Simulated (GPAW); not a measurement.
Here is a GPAW 26.7.0 calculation.

run.py

```python
import numpy as np
from ase import Atoms
from ase.dft.bandgap import bandgap
from ase.io import write
from gpaw import GPAW, PW
from gpaw.response.bse import BSE

atoms = Atoms(['Te', 'Sn'],
              cell=[[0.0, 3.1297027185, 3.1297027185],
                    [3.1297027185, 0.0, 3.1297027185],
                    [3.1297027185, 3.1297027185, 0.0]],
              scaled_positions=[[0.5, 0.5, 0.5],
                                [0.0, 0.0, 0.0]],
              pbc=True)

calc = GPAW(mode=PW(400),
            xc='PBE',
            kpts={'size': (6, 6, 6), 'gamma': True},
            occupations={'name': 'fermi-dirac', 'width': 0.001},
            nbands=19,
            convergence={'density': 1e-06},
            maxiter=150,
            txt='gpaw.txt')
atoms.calc = calc
energy = atoms.get_potential_energy()
calc.write('gs.gpw')
write('result.traj', atoms)
print(f'Energy: {energy:.6f} eV')
print('Fermi level:', round(calc.get_fermi_level(), 4), 'eV')
print(f'Gap: {bandgap(calc)[0]:.4f} eV, direct: {bandgap(calc, direct=True)[0]:.4f} eV')

dense = calc.fixed_density(kpts={'size': (6, 6, 6), 'gamma': True},
                           nbands=56, convergence={'bands': 50, 'eigenstates': 1e-7},
                           update_fermi_level=True, txt='dense.txt')
dense.write('dense.gpw', mode='all')
gap = bandgap(dense, direct=True)[0]
print(f'Direct gap on the dense mesh: {gap:.4f} eV')

bse = BSE('dense.gpw',
          ecut=40,
          valence_bands=range(7, 10),
          conduction_bands=range(10, 12),
          nbands=50,
          mode='BSE',
          integrate_gamma='sphere',
          direction=0,
          txt='bse.txt',
          eshift=1)
bse.get_dielectric_function(w_w=np.linspace(0, 11, 221), eta=0.1, filename='bse.csv', write_eig='eig.dat')
_, energies, weights = np.loadtxt('eig.dat', unpack=True)
bright = energies[weights > 1e-3 * weights.max()]
print(f'Lowest exciton {energies.min():.4f} eV, lowest bright one {bright.min():.4f} eV')
```

Potentials or basis: GPAW PAW data sets (gpaw-data 1.2.1), pw.

Launch:

```sh
$ OMP_NUM_THREADS=1 python run.py
```

Task: Predict the exciton binding energy.

Result: 0.00 eV.

Task: What does it give for the band gap on the k mesh, mean-field level?

Result: 0.17 eV, direct.

Lowest exciton energies (eV): 1.16, 1.16, 1.16, 1.16, 1.32, 1.32, 1.32, 1.33

Caveat: the band lists can cut through equal levels, which moves peak heights; on so coarse a mesh excitons come out too strongly bound; on this mesh the treatment of q = 0 moves the result by about a tenth of an eV; the long-wavelength limit can be off by a per cent or two; the static dielectric constant lacks the antiresonant part and is too small; spectra need much finer meshes, so this one isn't converged; spin-orbit coupling is left out, which moves the levels of the heavy elements.

**Measured values to compare with.**

From a printed reference work, textbook, for a bulk crystal of SnTe at 300 K: band gap 0.18 eV (direct).

Against the measured gap of SnTe, 0.18 eV (direct; 300 K; a printed reference work, textbook), the calculated 0.17 eV is off by -0.01 eV. Spin-orbit coupling on Sn, Te is left out. The value is that of PBE on a finite k mesh, which can miss the band edges, without temperature or zero-point motion. Semilocal functionals fall short of measured gaps as a rule.
